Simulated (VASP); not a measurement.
Input of a VASP 6.6.1 run:

INCAR

```
SYSTEM = C
PREC = Accurate ; ENCUT = 600
EDIFF = 1E-7 ; ISMEAR = 0
SIGMA = 0.03 ; LREAL = .FALSE.
LASPH = .TRUE. ; NELM = 80
ALGO = Normal ; ISIF = 3
LWAVE = .FALSE. ; LCHARG = .FALSE.
GGA = PE ; IVDW = 12
IBRION = 2 ; NSW = 90
EDIFFG = -0.005
```

The input KPOINTS:

```
regular mesh
0
G
  14 14 14
  0 0 0
```

POSCAR

```
C                                       
1.0
   -0.0000000000      1.7784468626      1.7784468626
    1.7784468626     -0.0000000000      1.7784468626
    1.7784468626      1.7784468626      0.0000000000
  C             
     2
Direct
     0.0000000000000000    0.0000000000000000    0.0000000000000000
     0.2500000000000000    0.2500000000000000    0.2500000000000000
```

Potentials or basis: VASP PAW PBE potentials, release 64 (C).

Command:

```console
$ cat potpaw_PBE.64/C/POTCAR > POTCAR
$ mpirun -np 1 vasp_std > vasp.out
```

Q: Predict the dispersion energy per atom.

A: -0.193 eV.

Q: Predict the band gap on the k mesh.

A: 4.15 eV, indirect (least direct gap 5.61 eV).

Final structure:
```
C
1.0
     0.00000    1.77845    1.77845
     1.77845    0.00000    1.77845
     1.77845    1.77845    0.00000
C
2
Direct
  0.00000 0.00000 0.00000
  0.25000 0.25000 0.25000
```

Caveat: the relaxation stopped at its first step, so nothing moved. A k mesh can miss the band edges.
